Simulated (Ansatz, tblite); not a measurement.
## A script for KCl (GFN1-xTB)

These are simulated results from tblite 0.8.0, not measurements. The cell was built from a prototype and was relaxed with r2SCAN in plane waves (Ansatz 0.2.0). Not every such cell is a known phase. All runs are without spin polarisation.

The symmetry is F-43m (No. 216, cubic); a = 7.015 Å in the conventional setting, 43.14 Å³ an atom. Around K lie 4 Cl at 3.04 Å; around Cl lie 4 K at 3.04 Å.

tblite solves periodic systems at the zone centre alone, so the script builds a cluster of 2×2×2 conventional cells (64 atoms), which folds in a coarse mesh of k points.

run.py reads:

```python
import json
from ase import Atoms
from ase.build import make_supercell
from ase.units import Bohr, GPa, Hartree
from tblite.interface import Calculator

atoms = Atoms(['K', 'Cl'],
              cell=[[0.0, 3.507283, 3.507283], [3.507283, 0.0, 3.507283], [3.507283, 3.507283, 0.0]],
              scaled_positions=[[0.0, -0.0, 0.0], [0.25, 0.25, 0.25]],
              pbc=True)
cluster = make_supercell(atoms, [[-2, 2, 2], [-2, -2, 2], [2, -2, 2]])
calc = Calculator('GFN1-xTB', cluster.numbers, cluster.positions / Bohr, lattice=cluster.cell[:] / Bohr, periodic=cluster.pbc)
calc.set('temperature', 0.02 / Hartree)
calc.set('max-iter', 150)
res = calc.singlepoint()
levels = res.get('orbital-energies') * Hartree
nv = round(res.get('orbital-occupations').sum() / 2)
cells = len(cluster) // len(atoms)
out = {'energy_per_cell': res.get('energy') * Hartree / cells, 'homo': levels[nv - 1], 'lumo': levels[nv],
       'stress': (-res.get('virial') * Hartree / cluster.get_volume() / GPa).tolist(), 'charges': res.get('charges')[:len(atoms)].tolist(), 'electrons': 2 * nv / cells}
json.dump(out, open('results.json', 'w'))
for key, value in out.items():
    print(key, value)
```

Command: `python run.py`. It took 2.5 s on 1 thread of Arm Neoverse V1, with other jobs on the host, peak memory 0.12 GiB.

What it printed:

```
------------------------------------------------------------
  cycle        total energy    energy error   density error
------------------------------------------------------------
      1     -150.8772586017  -1.5069906E+02   5.6021955E-01
      2     -150.1131728756   7.6408573E-01   3.5831779E-01
      3      25.81269843687   1.7592587E+02   9.3118862E-01
      4     -149.9295974381  -1.7574230E+02   8.4208592E-02
      5     -150.6883840693  -7.5878663E-01   5.3508212E-02
      6     -150.6312448039   5.7139265E-02   5.6667353E-02
      7     -151.0377875085  -4.0654270E-01   2.6396086E-02
      8     -151.1495530113  -1.1176550E-01   3.8739356E-03
      9     -151.1518563184  -2.3033071E-03   3.1457509E-04
     10     -151.1518723053  -1.5986896E-05   1.8386221E-05
     11     -151.1518723548  -4.9486943E-08   3.1820107E-06
------------------------------------------------------------

 total:                                   1.851 sec
energy_per_cell -128.53287334222722
homo -2.3639381690851704
lumo -0.22674508516037453
stress [[-1.36542851505029, 9.946887602301367e-05, -9.946887606404954e-05], [9.946887602300239e-05, -1.3654285150502803, -9.946887602239516e-05], [-9.946887606405976e-05, -9.946887602239006e-05, -1.3654285150502483]]
charges [0.6457727138267546, -0.6459738596384581]
electrons 8.0
```

The cycle table is in hartree for the whole cluster, and the lines after it are in eV (the energy for one cell). The printed stress is in GPa and positive in compression, and the pressure is its mean diagonal.

GFN1-xTB gives a gap of 2.14 eV. On the same cell, plane-wave PBE (Ansatz, 6×6×6 k points and the special points) gives a gap of 4.78 eV and r2SCAN a gap of 5.35 eV; on shared hosts these took about 2.5 and 6.6 core-seconds on the 2-atom cell, against 2.5 for the script. Semilocal gaps usually lie below measured ones. xTB was fitted to molecules, so gaps, charges and pressures of solids can be far off, and the gap also depends on the size of the cluster.

The same script was run on cells scaled at fixed shape and fractional coordinates:

```tsv
volume (Å³/atom)	energy (meV/atom)	pressure (GPa, positive in compression)	gap (eV)
37.97	-37.3	-0.88	2.43
40.55	-20.6	-1.17	2.27
43.14	0.0	-1.37	2.14
45.73	23.3	-1.51	2.02
48.32	48.7	-1.63	1.91
```

The minimum lies beyond the smallest of these volumes.

xTB was fitted mostly to molecules, and a small cluster samples few k points, so gaps, pressures and kinks along a curve can be far from a solid's.
